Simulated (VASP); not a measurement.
# TePt (P-6m2) in VASP: notebook, part 2 of 2

VASP 6.6.1. The steps go on from the part before.

## 4. Electric field gradients, PBEsol

Input file INCAR:

```
PREC = Accurate ; ENCUT = 520
EDIFF = 1E-8 ; ISMEAR = 0
SIGMA = 0.02 ; LREAL = False
LASPH = True ; NELM = 100
ALGO = Normal ; ISIF = 2
LWAVE = False ; LCHARG = False
GGA = PS ; LEFG = True
```

Input file KPOINTS:

```
Automatic mesh
0
Gamma
  8 8 7
```

Input file POSCAR:

```
TePt
1.0
    3.9548758500      0.0000000000      0.0000000000
   -1.9774379300      3.4250229600      0.0000000000
    0.0000000000      0.0000000000      3.8597628900
Pt Te
1 1
Direct
    0.0000000000      0.0000000000      0.0000000000
    0.6666666667      0.3333333333      0.5000000000
```

Potentials or basis: VASP PAW PBE potentials, release 64 (Pt, Te).

Launch:

```bash
$ cat potpaw_PBE.64/Pt/POTCAR potpaw_PBE.64/Te/POTCAR > POTCAR
$ mpirun -np 1 vasp_std > vasp.out
```

OUTCAR:

```text
PREC = Accurate
   ENCUT = 520
   EDIFF = 1E-8
   ISMEAR = 0
   LREAL = False
   LASPH = True
   NELM = 100
   ISIF = 2
   GGA = PS

 ion  position               nearest neighbor table
   1  0.000  0.000  0.000-   2 2.99   2 2.99   2 2.99   2 2.99   2 2.99   2 2.99
   2  0.667  0.333  0.500-   1 2.99   1 2.99   1 2.99   1 2.99   1 2.99   1 2.99

  LATTYP: Found a hexagonal cell.
 ALAT       =     3.9548758500
 C/A-ratio  =     0.9759504562

  Lattice vectors:

 A1 = (   3.9548758500,   0.0000000000,   0.0000000000)
 A2 = (  -1.9774379300,   3.4250229600,   0.0000000000)
 A3 = (   0.0000000000,   0.0000000000,   3.8597628900)

Analysis of symmetry for initial positions (statically):
=====================================================================
 Subroutine PRICEL returns:
 Original cell was already a primitive cell.

 Routine SETGRP: Setting up the symmetry group for a
[... 551 lines left out ...]
  energy-cutoff  :      520.00
  volume of cell :       52.28
      direct lattice vectors                 reciprocal lattice vectors
     3.954875850  0.000000000  0.000000000     0.252852438  0.145984423  0.000000000
    -1.977437930  3.425022960  0.000000000     0.000000000  0.291968846  0.000000000
     0.000000000  0.000000000  3.859762890     0.000000000  0.000000000  0.259083272

 POSITION                                       TOTAL-FORCE (eV/Angst)
 -----------------------------------------------------------------------------------
      0.00000      0.00000      0.00000         0.000000     -0.000000      0.000000
      1.97744      1.14167      1.92988        -0.000000      0.000000      0.000000
 -----------------------------------------------------------------------------------
    total drift:                               -0.000000     -0.000000      0.000000

  FREE ENERGIE OF THE ION-ELECTRON SYSTEM (eV)
  ---------------------------------------------------
  free  energy   TOTEN  =        -9.7343196007 eV

  energy  without entropy=       -9.7338611371  energy(sigma->0) =       -9.73409037

 Electric field gradients (V/A^2)
---------------------------------------------------------------------
 ion       V_xx      V_yy      V_zz      V_xy      V_xz      V_yz
---------------------------------------------------------------------
   1      14.862    14.861   -29.723    -0.001     0.000     0.000
   2     -16.507   -16.507    33.015     0.000     0.000    -0.000
---------------------------------------------------------------------

 Electric field gradients after diagonalization (V/A^2)
 (convention: |V_zz| > |V_xx| > |V_yy|)
----------------------------------------------------------------------
 ion       V_xx      V_yy      V_zz     asymmetry (V_yy - V_xx)/ V_zz
----------------------------------------------------------------------
   1      14.862    14.861   -29.723       0.000
   2     -16.507   -16.507    33.015       0.000
----------------------------------------------------------------------

           NMR quadrupolar parameters

 Cq : quadrupolar parameter    Cq=e*Q*V_zz/h
 eta: asymmetry parameters     (V_yy - V_xx)/ V_zz
 Q  : nuclear electric quadrupole moment in mb (millibarn)
----------------------------------------------------------------------
 ion       Cq(MHz)       eta       Q (mb)
----------------------------------------------------------------------
   1      -0.072       0.000       1.000
   2       0.080       0.000       1.000
----------------------------------------------------------------------
```

OSZICAR:

```text
N       E                     dE             d eps       ncg     rms          rms(c)
DAV:   1     0.721451244017E+02    0.72145E+02   -0.68904E+03   976   0.114E+03
DAV:   2    -0.681157201657E+01   -0.78957E+02   -0.71786E+02  1124   0.203E+02
DAV:   3    -0.987547476397E+01   -0.30639E+01   -0.29713E+01  1124   0.410E+01
DAV:   4    -0.991532614957E+01   -0.39851E-01   -0.39823E-01  1152   0.529E+00
DAV:   5    -0.991593302747E+01   -0.60688E-03   -0.60686E-03  1204   0.608E-01    0.976E+00
DAV:   6    -0.977430607740E+01    0.14163E+00   -0.41254E-01  1012   0.610E+00    0.586E+00
DAV:   7    -0.974593948660E+01    0.28367E-01   -0.11130E-01   976   0.298E+00    0.274E+00
DAV:   8    -0.973521107986E+01    0.10728E-01   -0.63296E-02  1012   0.243E+00    0.101E+00
DAV:   9    -0.973462354785E+01    0.58753E-03   -0.19875E-03  1044   0.375E-01    0.240E-01
DAV:  10    -0.973431904237E+01    0.30451E-03   -0.93285E-04  1040   0.263E-01    0.966E-02
DAV:  11    -0.973431925301E+01   -0.21064E-06   -0.12829E-05  1128   0.292E-02    0.130E-02
DAV:  12    -0.973431942648E+01   -0.17348E-06   -0.44048E-07  1120   0.637E-03    0.888E-03
DAV:  13    -0.973431965623E+01   -0.22975E-06   -0.76581E-08  1128   0.249E-03    0.403E-03
DAV:  14    -0.973431960061E+01    0.55623E-07   -0.70121E-09   612   0.843E-04    0.187E-04
DAV:  15    -0.973431960065E+01   -0.45247E-10   -0.45387E-10   568   0.182E-04
   1 F= -.97343196E+01 E0= -.97340904E+01  d E =-.458464E-03
```

stdout:

```text
POSCAR found type information on POSCAR PtTe
 POSCAR found :  2 types and       2 ions
 scaLAPACK will be used
 -----------------------------------------------------------------------------
|                                                                             |
|                                                                             |
|     You enforced a specific xc type in the INCAR file but a different       |
|     I HOPE YOU KNOW WHAT YOU ARE DOING!                                     |
|                                                                             |
 -----------------------------------------------------------------------------

 LDA part: xc-table for (Slater+PW92), standard interpolation
 POSCAR, INCAR and KPOINTS ok, starting setup
 FFT: planning ... GRIDC
 FFT: planning ... GRID_SOFT
 FFT: planning ... GRID
 WAVECAR not read
 entering main loop
ion   1

ion   2
```

It took 36 s on 1 thread of AMD EPYC 7R43 (Zen 3), shared host; peak memory 0.15 GiB.

Results:

```
Free energy            : -9.7343 eV
Pressure               : -15.7 GPa
Band gap on the k mesh : none (metal or under the smearing width)
```

Electric field gradients, principal values (V/Å²):
```tsv
atom	Vxx	Vyy	Vzz
1 Pt	14.861	14.862	-29.723
2 Te	-16.507	-16.507	33.015
```

Caveat: so large a pressure means that the cell lies far from this level's equilibrium, or that cutoff or potentials fall short; the potentials were made for another functional, which shifts forces and pressure. The run has no spin-orbit coupling, so splittings on Pt, Te are missing.

## 5. Core levels, PBEsol

Input file INCAR:

```
SYSTEM = TePt
PREC = Accurate
ENCUT = 520
EDIFF = 1E-7
ISMEAR = 0
SIGMA = 0.02
LREAL = .False.
LASPH = .True.
NELM = 80
ALGO = Normal
ISIF = 2
LWAVE = .False.
LCHARG = .False.
GGA = PS
ICORELEVEL = 1
```

Input file KPOINTS:

```
Automatic mesh
0
Gamma
  8 8 7
  0 0 0
```

POSCAR is that of step 4.

Potentials or basis: VASP PAW PBE potentials, release 64 (Pt, Te).

Launch:

```bash
$ cat potpaw_PBE.64/Pt/POTCAR potpaw_PBE.64/Te/POTCAR > POTCAR
$ mpirun -np 1 vasp_std > vasp.out
```

OUTCAR:

```text
SYSTEM = TePt
   PREC = Accurate
   ENCUT = 520
   EDIFF = 1E-7
   ISMEAR = 0
   LREAL = .False.
   LASPH = .True.
   NELM = 80
   ISIF = 2
   GGA = PS

 ion  position               nearest neighbor table
   1  0.000  0.000  0.000-   2 2.99   2 2.99   2 2.99   2 2.99   2 2.99   2 2.99
   2  0.667  0.333  0.500-   1 2.99   1 2.99   1 2.99   1 2.99   1 2.99   1 2.99

  LATTYP: Found a hexagonal cell.
 ALAT       =     3.9548758500
 C/A-ratio  =     0.9759504562

  Lattice vectors:

 A1 = (   3.9548758500,   0.0000000000,   0.0000000000)
 A2 = (  -1.9774379300,   3.4250229600,   0.0000000000)
 A3 = (   0.0000000000,   0.0000000000,   3.8597628900)

Analysis of symmetry for initial positions (statically):
=====================================================================
 Subroutine PRICEL returns:
 Original cell was already a primitive cell.

 Routine SETGRP: Setting up the symmetry group for a
 hexagonal supercell.

 Subroutine GETGRP returns: Found 12 space group operations
 (whereof 12 operations were pure point group operations)
 out of a pool of 24 trial point group operations.

The static configuration has the point symmetry D_3h.

Analysis of symmetry for dynamics (positions and initial velocities):
=====================================================================
 Subroutine PRICEL returns:
 Original cell was already a primitive cell.

 Routine SETGRP: Setting up the symmetry group for a
 hexagonal supercell.

 Subroutine GETGRP returns: Found 12 space group operations
 (whereof 12 operations were pure point group operations)
 out of a pool of 24 trial point group operations.

The dynamic configuration has the point symmetry D_3h.

 Subroutine INISYM returns: Found 12 space group operations
 (whereof 12 operations are pure point group operations),
 and found     1 'primitive' translations

----------------------------------------------------------------------------------------
[... 130 lines left out ...]
   NGX = 15   NGY = 15   NGZ = 15

 number of electron      16.0000002 magnetization

 Free energy of the ion-electron system (eV)
  ---------------------------------------------------
  ext. energy  EPLUGINS =         0.00000000
  ---------------------------------------------------
  free energy    TOTEN  =        -9.73431960 eV

  energy without entropy =       -9.73386115  energy(sigma->0) =       -9.73409038

 the core state eigenenergies are
   1-  1s -78391.0498  2s -13760.6375  2p -11920.9103  3s  -3224.4987  3p  -2688.9997
       3d  -2109.3679  4s   -684.8093  4p   -509.2529  4d   -296.3252  4f    -59.7349
       5s    -91.2198  5p    -45.3521
   2-  1s -31610.7779  2s  -4838.2578  2p  -4341.6672  3s   -954.3737  3p   -793.0328
       3d   -549.2903  4s   -153.7141  4p   -103.7350  4d    -31.0036

 E-fermi :   6.5125     XC(G=0): -10.4524

 val. band max:        6.4302276587   @ k =   0.1250   0.1250   0.0000
 cond. band min:       6.5129134993   @ k =   0.2500   0.2500   0.2857
 fundamental gap:      0.0826858406
 Fermi energy:         6.5125489064

 k-point     1 :       0.0000    0.0000    0.0000
  band No.  band energies     occupation
      1      -6.1530      2.00000
      2       3.3611      2.00000
      3       3.3611      2.00000
      4       3.4471      2.00000
      5       4.4204      2.00000
      6       4.4204      2.00000
      7       5.0295      2.00000
      8       6.8770      0.00000
      9       7.4193      0.00000
     10       7.4193      0.00000
     11      12.5699      0.00000
     12      12.9773      0.00000
[... 258 lines left out ...]
      1      -4.9307      2.00000
      2       1.1795      2.00000
      3       2.5990      2.00000
      4       3.0271      2.00000
      5       4.1465      2.00000
      6       4.6152      2.00000
      7       4.9639      2.00000
      8       5.3118      2.00000
      9       7.1524      0.00000
     10      10.3772      0.00000
     11      12.5422      0.00000
     12      13.1709      0.00000

 k-point    20 :       0.3750    0.2500    0.1429

------------------------ aborting loop because EDIFF is reached ----------------------------------------

  FORCE on cell =-STRESS in cart. coord.  units (eV):
  Direction    XX          YY          ZZ          XY          YZ          ZX
  --------------------------------------------------------------------------------------
  -------------------------------------------------------------------------------------
  Total       -4.4808802     -4.4808802     -6.3689295      0.0000000      0.0000000      0.0000000
  in kB     -137.3146731   -137.3146735   -195.1731434      0.0000002      0.0000000      0.0000000
  external PRESSURE =    -156.6008300 kB  Pullay stress =       0.0000000 kB

 VOLUME and BASIS-vectors are now :
 -----------------------------------------------------------------------------
  energy-cutoff  :      520.00
  volume of cell :       52.28
      direct lattice vectors                 reciprocal lattice vectors
     3.954875850  0.000000000  0.000000000     0.252852438  0.145984423  0.000000000
    -1.977437930  3.425022960  0.000000000     0.000000000  0.291968846  0.000000000
     0.000000000  0.000000000  3.859762890     0.000000000  0.000000000  0.259083272

 POSITION                                       TOTAL-FORCE (eV/Angst)
 -----------------------------------------------------------------------------------
      0.00000      0.00000      0.00000        -0.000000     -0.000000      0.000000
      1.97744      1.14167      1.92988         0.000000      0.000000      0.000000
 -----------------------------------------------------------------------------------
    total drift:                               -0.000000     -0.000000      0.000000

  FREE ENERGIE OF THE ION-ELECTRON SYSTEM (eV)
  ---------------------------------------------------
  free  energy   TOTEN  =        -9.7343195997 eV

  energy  without entropy=       -9.7338611527  energy(sigma->0) =       -9.73409038
```

Run time: 31 s. Hardware: 1 thread of AMD EPYC 7R43 (Zen 3), shared host; peak memory 0.15 GiB.

What came out:

```yaml
Free_energy: -9.7343 eV
Pressure: -15.7 GPa
Band_gap_on_the_k_mesh: none (metal or under the smearing width)
```

Levels at points of the mesh, in eV from the Fermi level:
| k point | band 6 | band 7 | band 8 | band 9 | band 10 | band 11 |
| --- | --- | --- | --- | --- | --- | --- |
| (0.00, 0.00, 0.00) | -2.09 | -1.48 | 0.36 | 0.91 | 0.91 | 6.06 |
| (0.50, 0.00, 0.00) | -2.20 | -1.43 | -1.13 | 1.46 | 2.34 | 5.37 |

Core levels (eV, on the scale of the bands):
| atom | levels |
| --- | --- |
| 1 Pt | 1s -78391.0, 2s -13760.6, 2p -11920.9, 3s -3224.5, 3p -2689.0, 3d -2109.4, 4s -684.8, 4p -509.3, 4d -296.3, 4f -59.7, 5s -91.2, 5p -45.4 |
| 2 Te | 1s -31610.8, 2s -4838.3, 2p -4341.7, 3s -954.4, 3p -793.0, 3d -549.3, 4s -153.7, 4p -103.7, 4d -31.0 |

Caveat: so large a pressure means that the cell lies far from this level's equilibrium, or that cutoff or potentials fall short; the potentials were made for another functional, which shifts forces and pressure. Spin-orbit coupling is left out, which matters for the levels of Pt, Te.

## 6. The runs side by side

```csv
task,further INCAR settings,k mesh for the DOS,occupations for the DOS,gap on the mesh (eV),pressure (GPa)
optical spectrum,ALGO = Fast; EDIFF = 1e-06; NBANDS = 32,-,-,none,-15.7
density of states,ALGO = Fast; EDIFF = 1e-07; NBANDS = 15,12 × 12 × 11,tetrahedron,-,-
electric field gradients,ALGO = Normal; EDIFF = 1e-08,-,-,none,-15.7
core levels,ALGO = Normal; EDIFF = 1e-07,-,-,none,-15.7
```

Alike in all rows: level PBEsol; potentials or basis VASP PAW PBE potentials, release 64 (Pt, Te); no spin polarisation; cell as given; k mesh 8 × 8 × 7; cutoff (eV) 520; smearing gaussian 0.02 eV.

Every run on the cell as given and a fine mesh finds a metal.

Caveats: so large a pressure means that the cell lies far from this level's equilibrium, or that cutoff or potentials fall short (some runs); the potentials were made for another functional, which shifts forces and pressure (some runs); spectra need much finer meshes, so this one isn't converged (some runs); independent-particle spectra lack excitons (some runs); the intraband (Drude) part of a metal's response may be missing (some runs); the PAW data sets were made with another functional, which shifts forces and pressure a little (some runs).

Absolute energies hang on the potentials; compare differences alone.
